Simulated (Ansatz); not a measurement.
The system is CuO.

```xyz
8
Lattice="2.3418 -1.7113 0.0000 -1.4918 -1.7113 -5.0579 2.3418 5.1339 0.0000" Properties=species:S:1:pos:R:3 pbc="T T T"
Cu    0.0059   -0.6953   -4.8382
Cu    3.1860    2.4066   -0.2196
Cu    1.5778    2.0647   -2.6395
Cu    1.6140   -0.3534   -2.4183
O    -0.0539   -1.8744   -3.5775
O     1.3289    1.3158   -4.0093
O     0.1793   -0.6038   -1.7610
O     2.5875   -0.5489   -0.7679
```

* Program: Ansatz 0.2.0
* Task: relaxation of cell and atoms
* Functional: r2SCAN
* Dispersion: D3(BJ)
* Potentials or basis: Ansatz PAW
* Cutoff: 500 eV (not typed: the program's choice for these potentials)
* k mesh: 9 × 5 × 5
* Occupations: fermi-dirac, width 0.05 eV
* Spin: no spin polarisation

At the start: volume 10.13 Å³/atom.

Task: How do energy, volume and symmetry change on relaxing?

Result: It ends after 20 steps and the volume is 10.18 Å³/atom (+0.4 %); space group C2/m (No. 12, to 0.05 Å).

The path:
```
step  energy change (eV)  largest force (eV/Å)  volume (Å³)
   1              0.0000               16.0339        81.08
   2             -3.3414                8.0945        85.99
   3             -6.2571                2.2447        87.97
   4             -7.7547                1.7174        88.80
   5             -8.8185                1.5465        89.13
   6             -9.6913                1.6589        87.15
   7            -10.4540                1.0012        84.78
   8            -11.0223                0.8414        80.62
   9            -11.2248                0.1283        81.44
  10            -11.2351                0.1120        81.44
  11            -11.2399                0.0411        81.54
  12            -11.2428                0.0461        81.44
  13            -11.2444                0.0300        81.42
  14            -11.2447                0.0025        81.42
  15            -11.2447                0.0071        81.42
  16            -11.2481                0.0075        81.42
  17            -11.2481                0.0212        81.47
  18            -11.2482                0.0056        81.43
  19            -11.2482                0.0003        81.42
  20            -11.2482                0.0003        81.42
```

Final structure:
```yaml
crystal:
  lattice:
    - [2.31980, -1.77266, 0.19058]
    - [-1.78590, -1.63106, -5.43653]
    - [2.10352, 5.02202, 0.16286]
  atoms:
    - { symbol: Cu, position: [0.25000, 0.00000, 0.25000] }
    - { symbol: Cu, position: [0.75000, 0.00000, 0.75000] }
    - { symbol: Cu, position: [0.25000, 0.50000, 0.75000] }
    - { symbol: Cu, position: [0.75000, 0.50000, 0.25000] }
    - { symbol: O, position: [0.63059, 0.76111, 0.13069] }
    - { symbol: O, position: [0.58114, 0.66076, 0.58058] }
    - { symbol: O, position: [0.91887, 0.33924, 0.91942] }
    - { symbol: O, position: [0.86941, 0.23889, 0.36930] }
```

Caveat: the plane-wave basis is chosen anew once the cell has moved, so the energies of steps on either side of that aren't comparable; the run has no spin polarisation, though such a crystal can be magnetic; pairwise dispersion overbinds metals, which lowers pressure and volume; the PAW data sets come from PBE, with cores solved anew for the run's functional, which leaves a small shift of forces and pressure; the dispersion damping was fitted for another functional or another form of the correction.
